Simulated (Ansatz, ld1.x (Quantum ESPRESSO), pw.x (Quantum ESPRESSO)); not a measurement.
Equation-of-state test of one TM potential (Tc)

Tc (Z = 43), norm-conserving Troullier–Martins (Kleinman–Bylander form), made with ld1.x (Quantum ESPRESSO) 7.5 (PBE, scalar-relativistic). Core [Kr], reference 4d5 5s2 5p0. Waves: 5s (bound): rc 2.15 bohr; 4d (bound): rc 2.00 bohr; 5p (bound, empty): rc 2.85 bohr. Local part: the p channel. Core correction: none.

Atomic tests: cutoffs needed: 40 Ry and 50 Ry (the cutoffs (Ry, on a coarse ladder) from which the occupation-weighted sum of valence levels, in a spherical-Bessel basis at the reference potential, stays within 10 and 1 mRy of its value at 400 Ry); ghost test: no extra level below or beside the all-electron valence levels (s, d, p, f tested) (spherical-Bessel basis up to 400 Ry, 20 bohr box); largest excitation error: -94 meV (all-electron minus pseudo) for 4d4 5s0 5p0, out of 7 test configurations.

Crystal test: fcc Tc in pw.x 7.5, no spin, 15³ k-points, Fermi–Dirac smearing 0.01 Ry, cutoffs 60/240 Ry. The reference is all-electron LAPW (Ansatz 0.2.0) with the same functional, mesh and smearing; V0 and B0 come from Birch–Murnaghan fits to the pressures at five volumes. Errors are pseudo minus all-electron; Δ is the rms difference of the E(V) curves that follow from these fits, minima aligned, over ±6 % about the mean V0. Mesh and smearing are coarse, so the numbers serve the comparison and aren't converged zero-temperature values; the lattice is a test structure that the element need not adopt.

```tsv
V (Å³/atom)	P all-electron (GPa)	P pseudo (GPa)
13.816	16.43	72.48
14.179	7.40	58.02
14.543	-0.46	45.33
14.907	-7.31	34.20
15.270	-13.27	24.43
```

All-electron: a0 = 3.873 Å (V0 = 14.52 Å³/atom), B0 = 295.3 GPa.

Pseudopotential: mean pressure error (GPa): +46.33. The pressure does not cross zero within the volumes sampled, so no fit is given. The largest radius (2.85 bohr) exceeds half the bond length (2.59 bohr), so the spheres overlap, which is one possible source of error among others. This is a poor potential for the solid.

**Question.** At the middle volume, how do free energy and pressure move when the wave cutoff is lowered (ecutrho kept at four times it)?

**Answer.**

| cutoff (Ry) | shift of F (meV/atom) | shift of P (GPa) |
| --- | --- | --- |
| 27 | +3322.4 | -135.69 |
| 36 | +408.6 | -28.10 |
| 48 | +7.6 | -0.81 |

Input at the middle volume:

```
&control
  calculation='scf', prefix='x', pseudo_dir='./', outdir='./tmp', tstress=.true., disk_io='low'
/
&system
  ibrav=0, nat=1, ntyp=1, ecutwfc=60, ecutrho=240, nbnd=11,
  occupations='smearing', smearing='fd', degauss=0.01
/
&electrons
  conv_thr=1e-09, mixing_beta=0.4, electron_maxstep=70
/
ATOMIC_SPECIES
Tc 1.0 Tc.UPF
CELL_PARAMETERS angstrom
  0.00000000 1.93734962 1.93734962
  1.93734962 0.00000000 1.93734962
  1.93734962 1.93734962 0.00000000
ATOMIC_POSITIONS crystal
Tc 0.0000 0.0000 0.0000
K_POINTS automatic
15 15 15 0 0 0
```

```bash
pw.x < Tc.scf.in > Tc.scf.out
```

Lines of the output:

```
Message from routine setup:
     using ibrav=0 with symmetry is DISCOURAGED, use correct ibrav instead
     lattice parameter (alat)  =       5.1775  a.u.
     unit-cell volume          =      98.1410 (a.u.)^3
     number of electrons       =         7.00
     number of Kohn-Sham states=           11
     kinetic-energy cutoff     =      60.0000  Ry
     charge density cutoff     =     240.0000  Ry
     scf convergence threshold =      1.0E-09
     Exchange-correlation= PBE
     number of k points=   120  Fermi-Dirac smearing, width (Ry)=  0.0100
     iteration #  1     ecut=    60.00 Ry     beta= 0.40
     total energy              =     -23.44723895 Ry
     estimated scf accuracy    <       0.00644416 Ry
     iteration #  2     ecut=    60.00 Ry     beta= 0.40
     total energy              =     -23.44745284 Ry
     estimated scf accuracy    <       0.00115798 Ry
     iteration #  3     ecut=    60.00 Ry     beta= 0.40
     total energy              =     -23.44761641 Ry
     estimated scf accuracy    <       0.00010879 Ry
     iteration #  4     ecut=    60.00 Ry     beta= 0.40
     total energy              =     -23.44763231 Ry
     estimated scf accuracy    <       0.00000206 Ry
     iteration #  5     ecut=    60.00 Ry     beta= 0.40
     total energy              =     -23.44763287 Ry
     estimated scf accuracy    <       0.00000050 Ry
     iteration #  6     ecut=    60.00 Ry     beta= 0.40
     total energy              =     -23.44763292 Ry
     estimated scf accuracy    <       0.00000002 Ry
     iteration #  7     ecut=    60.00 Ry     beta= 0.40
     the Fermi energy is    15.8070 ev
!    total energy              =     -23.44763292 Ry
     estimated scf accuracy    <          3.0E-10 Ry
     smearing contrib. (-TS)   =      -0.00440192 Ry
     The total energy is F=E-TS. E is the sum of the following terms:
     one-electron contribution =      11.61518639 Ry
     hartree contribution      =       1.05184385 Ry
     xc contribution           =      -5.42813228 Ry
     ewald contribution        =     -30.68212895 Ry
     convergence has been achieved in   7 iterations
          total   stress  (Ry/bohr**3)                   (kbar)     P=      453.31
```

The run at the middle volume (120 k-points, 7 iterations) took about 6.5 s on one core of a shared host (Neoverse-V2, 96 threads, 742 GiB, load 33).
